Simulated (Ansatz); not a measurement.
This Ansatz 0.2.0 run on Mg needs a look.

File input.yaml:

```yaml
crystal:
  lattice: { a: 3.2926954834, b: 3.2926954834, c: 5.345692605, alpha: 90.0, beta: 90.0, gamma: 119.9999999996 }
  atoms:
    - { symbol: Mg, position: [0.6666666667, 0.3333333333, 0.75], spin: 0.5 }
    - { symbol: Mg, position: [0.3333333333, 0.6666666667, 0.25], spin: 0.5 }
kpoints:
  mp_grid: { grid: [10, 10, 5] }
scf:
  occupations: { method: cold, width: 0.025 }
  mixing: { algorithm: broyden, beta: 1.5, ndim: 1, preconditioner: none }
  max_iter: 80
hamiltonian:
  xc: { exchange: b88, correlation: pbe }
  pseudopotentials: { kind: all_electron, lapw: { basis_error: 0.001 } }
magnetization:
  spin_polarized: true
output:
  forces: true
  stress: true
  eigenvalues: true
  xc_energy_on_converged_density: [rpbe, pbe, revpbe]
```

Potentials or basis: all-electron LAPW, scalar-relativistic.

Run with:

```sh
$ ansatz run input.yaml --threads 1 --pin off --max-ram 2560MiB --backend cpu --events-out ev --progress --plain --runs-dir out
```

Output:

```text
Error: invalid value for `scf.mixing.beta`: must be finite and in (0, 1]; got 1.5
```

Diagnose the run.

The program refused the input. The input holds a flaw that was put in on purpose: mixing far too strong (scf.mixing = algorithm broyden, beta 1.5, ndim 1, preconditioner none).
